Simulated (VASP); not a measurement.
# SrTiO3 in VASP: one cell, several levels of theory

SrTiO3 built on the cubic perovskite prototype, under -2.0 % equal strain in all directions is computed at one geometry. Runs: PBE, r2SCAN. The results are then set beside those of Ansatz 0.2.0 for the same cell.

Code: VASP 6.6.1. PAW datasets, plane waves. The values are computed, spin-unpolarised, and not measurements.

## Step 1: The system as given

The cell comes from an earlier relaxation with r2SCAN in another program.

It is cubic, Pm-3m (No. 221); a = 3.829 Å in the conventional setting, 11.23 Å³ an atom. Sr has 12 O at 2.71 Å; Ti has 6 O at 1.91 Å; O has 2 Ti at 1.91 Å and 4 Sr at 2.71 Å.

As a file:

Space group Pm-3m (No. 221). a = 3.829 Å, b = 3.829 Å, c = 3.829 Å, α = 90.00°, β = 90.00°, γ = 90.00°
| atom | site | symmetry | x | y | z |
| --- | --- | --- | --- | --- | --- |
| Sr | 1a | m-3m | 0.0000 | 0.0000 | 0.0000 |
| Ti | 1b | m-3m | 0.5000 | 0.5000 | 0.5000 |
| O | 3c | 4/mm.m | 0.5000 | 0.5000 | 0.0000 |

## Step 2: Single point with PBE

Contents of INCAR:

```
ENCUT = 520.000000
SIGMA = 0.020000
EDIFF = 1.00e-07
GGA = PE
PREC = Accurate
IBRION = -1
ISIF = 2
ISMEAR = -1
NBANDS = 28
NELM = 120
NSW = 0
LASPH = .TRUE.
LCHARG = .FALSE.
LWAVE = .FALSE.
LREAL = .FALSE.
```

Contents of KPOINTS:

```
KPOINTS created by Atomic Simulation Environment
0
Gamma
6 6 6
0 0 0
```

Contents of KPOINTS_OPT:

```
special points
4
Reciprocal
0.0000000000 0.0000000000 0.0000000000 1
0.0000000000 0.5000000000 0.0000000000 1
0.5000000000 0.5000000000 0.0000000000 1
0.5000000000 0.5000000000 0.5000000000 1
```

Contents of POSCAR:

```
Sr Ti O
 1.0000000000000000
     3.8287144715000001    0.0000000000000000    0.0000000000000000
     0.0000000000000000    3.8287144715000001    0.0000000000000000
     0.0000000000000000    0.0000000000000000    3.8287144715000001
 Sr  Ti  O
   1   1   3
Cartesian
  0.0000000000000000  0.0000000000000000  0.0000000000000000
  1.9143572357499998  1.9143572357499998  1.9143572357499998
  1.9143572357499998  1.9143572357499998  0.0000000000000000
  1.9143572357499998  0.0000000000000000  1.9143572357499998
  0.0000000000000000  1.9143572357499998  1.9143572357499998
```

The run uses the recommended PBE PAW datasets (40 valence electrons a neutral cell).

On the command line:

```bash
> mpirun -np 1 vasp_std
```

Printed to the terminal (iteration lines stand in OSZICAR):

```text
POSCAR found type information on POSCAR SrTiO
 POSCAR found :  3 types and       5 ions
 LDA part: xc-table for (Slater+PW92), standard interpolation
 POSCAR, INCAR and KPOINTS ok, starting setup
 FFT: planning ... GRIDC
 FFT: planning ... GRID_SOFT
 FFT: planning ... GRID
 WAVECAR not read
 entering main loop
 Start KPOINTS_OPT (optional k-point list driver)
k-point batch [1-4\4]
```

OSZICAR:

```text
N       E                     dE             d eps       ncg     rms          rms(c)
DAV:   1     0.447849531649E+03    0.44785E+03   -0.21687E+04  1120   0.161E+03
DAV:   2    -0.566885280235E+01   -0.45352E+03   -0.43465E+03  1288   0.450E+02
DAV:   3    -0.476782490300E+02   -0.42009E+02   -0.41076E+02  1480   0.134E+02
DAV:   4    -0.498191928394E+02   -0.21409E+01   -0.21363E+01  1720   0.254E+01
DAV:   5    -0.498689300556E+02   -0.49737E-01   -0.49719E-01  1496   0.349E+00    0.291E+01
DAV:   6    -0.397471187689E+02    0.10122E+02   -0.49621E+01  1568   0.667E+01    0.162E+01
DAV:   7    -0.398648329806E+02   -0.11771E+00   -0.67402E+00  1384   0.197E+01    0.121E+01
DAV:   8    -0.399073614864E+02   -0.42529E-01   -0.13279E+00  1380   0.124E+01    0.267E+00
DAV:   9    -0.398409075341E+02    0.66454E-01   -0.30171E-01  1336   0.587E+00    0.102E+00
DAV:  10    -0.398403159891E+02    0.59155E-03   -0.85164E-02  1468   0.199E+00    0.691E-01
DAV:  11    -0.398350581294E+02    0.52579E-02   -0.20720E-02  1668   0.140E+00    0.132E-01
DAV:  12    -0.398350224101E+02    0.35719E-04   -0.14391E-03  1320   0.409E-01    0.799E-02
DAV:  13    -0.398350603153E+02   -0.37905E-04   -0.48355E-04  1464   0.150E-01    0.499E-02
DAV:  14    -0.398350536896E+02    0.66257E-05   -0.47299E-05  1504   0.515E-02    0.285E-02
DAV:  15    -0.398350478814E+02    0.58082E-05   -0.12515E-05  1660   0.263E-02    0.161E-02
DAV:  16    -0.398350473991E+02    0.48228E-06   -0.13506E-05  1260   0.261E-02    0.339E-03
DAV:  17    -0.398350474067E+02   -0.76561E-08   -0.74546E-07  1328   0.607E-03
   1 F= -.39835047E+02 E0= -.39835047E+02  d E =-.154211E-10
       N       E                     dE             ncg
DAV:   1     0.141538508914E+04   -0.39449E+04      224
DAV:   2    -0.207685968742E+03   -0.16231E+04      228
DAV:   3    -0.396878229887E+03   -0.18919E+03      340
DAV:   4    -0.405388662934E+03   -0.85104E+01      304
DAV:   5    -0.405573567427E+03   -0.18490E+00      280
DAV:   6    -0.405578230207E+03   -0.46628E-02      320
DAV:   7    -0.405578294238E+03   -0.64031E-04      288
DAV:   8    -0.405578296647E+03   -0.24095E-05      288
DAV:   9    -0.405578296688E+03   -0.40593E-07      176
```

The lines after F= are the extra pass for the points of KPOINTS_OPT, at fixed density; their E is not a total energy.

OUTCAR, selected sections:

```text
k-points           NKPTS =     20   k-points in BZ     NKDIM =     20   number of bands    NBANDS=     28

   NELECT =      40.0000    total number of electrons

   dimension x,y,z NGX =    28 NGY =   28 NGZ =   28
   dimension x,y,z NGXF=    56 NGYF=   56 NGZF=   56

  energy-cutoff  :      520.00
  volume of cell :       56.13
      direct lattice vectors                 reciprocal lattice vectors
     3.828714472  0.000000000  0.000000000     0.261184271  0.000000000  0.000000000
     0.000000000  3.828714472  0.000000000     0.000000000  0.261184271  0.000000000
     0.000000000  0.000000000  3.828714472     0.000000000  0.000000000  0.261184271

 k-points in reciprocal lattice and weights: KPOINTS created by Atomic Simulation Env
   0.00000000  0.00000000  0.00000000       0.005
   0.16666667  0.00000000  0.00000000       0.028
   0.33333333  0.00000000  0.00000000       0.028
   0.50000000  0.00000000  0.00000000       0.014
   0.16666667  0.16666667  0.00000000       0.056
   0.33333333  0.16666667  0.00000000       0.111
   0.50000000  0.16666667  0.00000000       0.056
   0.33333333  0.33333333  0.00000000       0.056
[... 12 more k-points ...]

 E-fermi :   5.0837

 k-point     1 :       0.0000    0.0000    0.0000
  band No.  band energies     occupation
      1     -51.5540      2.00000
      2     -27.9510      2.00000
      3     -27.8426      2.00000
      4     -27.8426      2.00000
      5     -27.8426      2.00000
      6     -12.9809      2.00000
      7     -11.9537      2.00000
      8     -11.9537      2.00000
      9      -9.9644      2.00000
     10      -9.9644      2.00000
     11      -9.9644      2.00000
     12       1.8059      2.00000
     13       1.8059      2.00000
     14       1.8059      2.00000
     15       3.3919      2.00000
     16       3.3919      2.00000
     17       3.3919      2.00000
     18       4.3492      2.00000
     19       4.3492      2.00000
     20       4.3492      2.00000
     21       6.6256      0.00000
     22       6.6256      0.00000
     23       6.6256      0.00000
     24       9.3888      0.00000
     25       9.3888      0.00000
     26      10.1399      0.00000
     27      10.1399      0.00000
     28      11.4239      0.00000

 k-point     2 :       0.1667    0.0000    0.0000
  band No.  band energies     occupation
      1     -51.5534      2.00000
      2     -27.9876      2.00000
      3     -27.8416      2.00000
      4     -27.8416      2.00000
      5     -27.8217      2.00000
      6     -13.0069      2.00000
      7     -11.9412      2.00000
      8     -11.9292      2.00000
      9      -9.9498      2.00000
     10      -9.9498      2.00000
     11      -9.7671      2.00000
     12       1.4241      2.00000
     13       1.7718      2.00000
     14       1.7718      2.00000
     15       3.0281      2.00000
     16       3.0281      2.00000
     17       3.1330      2.00000
     18       3.5399      2.00000
     19       4.1906      2.00000
     20       4.1906      2.00000
     21       6.6737      0.00000
     22       7.2580      0.00000
     23       7.2580      0.00000
     24       9.4097      0.00000
     25      10.1732      0.00000
     26      10.6369      0.00000
     27      10.6403      0.00000
     28      12.0872      0.00000

 k-point     3 :       0.3333    0.0000    0.0000
  band No.  band energies     occupation
      1     -51.5524      2.00000
      2     -28.0471      2.00000
      3     -27.8396      2.00000
      4     -27.8396      2.00000
      5     -27.7929      2.00000
      6     -13.1604      2.00000
      7     -11.9170      2.00000
      8     -11.6891      2.00000
      9      -9.9202      2.00000
     10      -9.9202      2.00000
     11      -9.4379      2.00000
     12       0.5970      2.00000
     13       1.7139      2.00000
     14       1.7139      2.00000
     15       2.4304      2.00000
     16       2.4304      2.00000
     17       2.4604      2.00000
     18       2.6854      2.00000
     19       4.0132      2.00000
     20       4.0132      2.00000
     21       6.7741      0.00000
     22       8.2884      0.00000
     23       8.2884      0.00000
     24       9.4257      0.00000
     25      11.3220      0.00000
     26      11.6594      0.00000
     27      11.7496      0.00000
     28      12.9838      0.00000

 k-point     4 :       0.5000    0.0000    0.0000
  band No.  band energies     occupation
      1     -51.5518      2.00000
      2     -28.0740      2.00000
      3     -27.8386      2.00000
      4     -27.8386      2.00000
      5     -27.7810      2.00000
      6     -13.2574      2.00000
      7     -11.9047      2.00000
      8     -11.5115      2.00000
      9      -9.9052      2.00000
     10      -9.9052      2.00000
     11      -9.2961      2.00000
     12       0.1522      2.00000
     13       1.7009      2.00000
     14       1.7009      2.00000
     15       2.0699      2.00000
     16       2.1626      2.00000
     17       2.1626      2.00000
     18       2.4872      2.00000
     19       3.9477      2.00000
     20       3.9477      2.00000
     21       6.8266      0.00000
     22       8.7591      0.00000
     23       8.7591      0.00000
     24       9.4304      0.00000
     25      11.8177      0.00000
     26      12.1878      0.00000
     27      12.3880      0.00000
     28      12.8728      0.00000

 k-point     5 :       0.1667    0.1667    0.0000
  band No.  band energies     occupation
      1     -51.5529      2.00000
      2     -27.9971      2.00000
      3     -27.8658      2.00000
      4     -27.8406      2.00000
      5     -27.8034      2.00000
      6     -12.9699      2.00000
      7     -11.9766      2.00000
      8     -11.8987      2.00000
      9      -9.9342      2.00000
     10      -9.8503      2.00000
     11      -9.7042      2.00000
     12       1.1849      2.00000
     13       1.5916      2.00000
     14       1.7399      2.00000
     15       2.3175      2.00000
     16       2.7592      2.00000
     17       3.3354      2.00000
     18       3.3891      2.00000
     19       3.8062      2.00000
     20       3.9546      2.00000
     21       7.2155      0.00000
     22       7.3576      0.00000
     23       7.5709      0.00000
     24       9.8049      0.00000
     25      10.6449      0.00000
     26      11.0466      0.00000
     27      11.1082      0.00000
     28      12.4613      0.00000

 k-point     6 :       0.3333    0.1667    0.0000
  band No.  band energies     occupation
      1     -51.5518      2.00000
      2     -28.0307      2.00000
      3     -27.8699      2.00000
      4     -27.8386      2.00000
      5     -27.7959      2.00000
      6     -13.0200      2.00000
      7     -11.9129      2.00000
      8     -11.7755      2.00000
      9      -9.9027      2.00000
     10      -9.7999      2.00000
     11      -9.4784      2.00000
     12       0.5366      2.00000
     13       1.2109      2.00000
     14       1.6325      2.00000
     15       1.6854      2.00000
     16       2.2553      2.00000
     17       2.6904      2.00000
     18       3.3704      2.00000
     19       3.6376      2.00000
     20       3.6981      2.00000
     21       7.3461      0.00000
     22       8.3009      0.00000
     23       8.3530      0.00000
     24       9.9358      0.00000
     25      11.7370      0.00000
     26      11.9305      0.00000
     27      12.2027      0.00000
     28      13.3553      0.00000

 k-point     7 :       0.5000    0.1667    0.0000
  band No.  band energies     occupation
      1     -51.5513      2.00000
      2     -28.0515      2.00000
      3     -27.8629      2.00000
      4     -27.8376      2.00000
      5     -27.7968      2.00000
      6     -13.0862      2.00000
      7     -11.8633      2.00000
      8     -11.6618      2.00000
      9      -9.8868      2.00000
     10      -9.7848      2.00000
     11      -9.3699      2.00000
     12       0.1363      2.00000
     13       0.9270      2.00000
     14       1.4902      2.00000
     15       1.6775      2.00000
     16       2.0079      2.00000
     17       2.4940      2.00000
     18       3.3859      2.00000
     19       3.4852      2.00000
     20       3.6123      2.00000
     21       7.3846      0.00000
     22       8.7605      0.00000
     23       8.7872      0.00000
     24       9.9514      0.00000
     25      12.2121      0.00000
     26      12.4458      0.00000
     27      12.8558      0.00000
     28      13.2741      0.00000

[... the tables of k-points 8 to 20 left out ...]

  Total        6.2325913      6.2325913      6.2325913      0.0000000     -0.0000000     -0.0000000
  in kB      177.9181668    177.9181668    177.9181668      0.0000000     -0.0000000     -0.0000000
  external PRESSURE =     177.9181668 kB  Pullay stress =       0.0000000 kB

 POSITION                                       TOTAL-FORCE (eV/Angst)
 -----------------------------------------------------------------------------------
      0.00000      0.00000      0.00000         0.000000      0.000000      0.000000
      1.91436      1.91436      1.91436         0.000000      0.000000      0.000000
      1.91436      1.91436      0.00000         0.000000      0.000000      0.000000
      1.91436      0.00000      1.91436         0.000000      0.000000      0.000000
      0.00000      1.91436      1.91436         0.000000      0.000000      0.000000
 -----------------------------------------------------------------------------------
    total drift:                                0.000000      0.000000      0.000000

  FREE ENERGIE OF THE ION-ELECTRON SYSTEM (eV)
  ---------------------------------------------------
  free  energy   TOTEN  =       -39.8350474067 eV

  energy  without entropy=      -39.8350474067  energy(sigma->0) =      -39.83504741
```

Hardware: 1 MPI rank of Intel Xeon Platinum 8488C, shared host.

The levels at the points of KPOINTS_OPT are read from vasprun.xml.

Near the gap, in eV above the top of the last filled band v; c is the band after it:

```
point    v−1      v     c   c+1
    Γ  -0.32  -0.32  1.96  1.96
    X  -0.72  -0.72  2.16  4.09
    M  -1.63  -0.10  4.10  4.10
    R   0.00   0.00  4.85  4.85
```

PBE gives an indirect gap of 1.96 eV, from R to Γ; the least direct gap is 2.28 eV. Pressure: 17.79 GPa; the forces vanish within 0.01 eV/Å.

[end of part 1 of 2]
